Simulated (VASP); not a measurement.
## Results of a VASP single-point calculation on RbBr (strained zincblende)

POSCAR

```
Rb Br
 1.0000000000000000
     0.0000000000000000    3.7727594430000000    4.0420150981000003
     3.7727594430000000    0.0000000000000000    4.0420150981000003
     3.7727594430000000    3.7727594430000000    0.0000000000000000
 Rb  Br
   1   1
Cartesian
  0.0000000000000000  0.0000000000000000  0.0000000000000000
  1.8863797215000000  1.8863797215000000  2.0210075490500001
```

| Property | Result |
| --- | --- |
| gap between bands v and c | 4.62 eV |
| least direct gap | 4.73 eV |

Band v is the last that the valence electrons fill when counted band by band, and c is the next. Levels in eV from the top of v:

```tsv
point	v−1	v	c	c+1
Γ	-0.10	-0.10	4.62	8.61
X	0.00	0.00	6.31	7.20
K	-0.12	-0.05	6.53	7.31
L	-0.09	-0.04	6.92	6.95
W	-0.17	-0.02	6.53	7.24
```

Question: Which of these levels of theory gave these results?
A. PBE with spin–orbit coupling
B. PBE0
C. LDA
D. r²SCAN
E. HSE06
F. PBE
G. PBEsol

Answer: D.

The INCAR was:

```
ISMEAR = 0
LASPH = .TRUE.
ENCUT = 520
ALGO = Normal
LCHARG = .FALSE.
ISIF = 2
LREAL = .FALSE.
PREC = Accurate
NELM = 120
IBRION = -1
METAGGA = R2SCAN
EDIFF = 1E-7
NSW = 0
NBANDS = 15
SIGMA = 0.01
LWAVE = .FALSE.
```
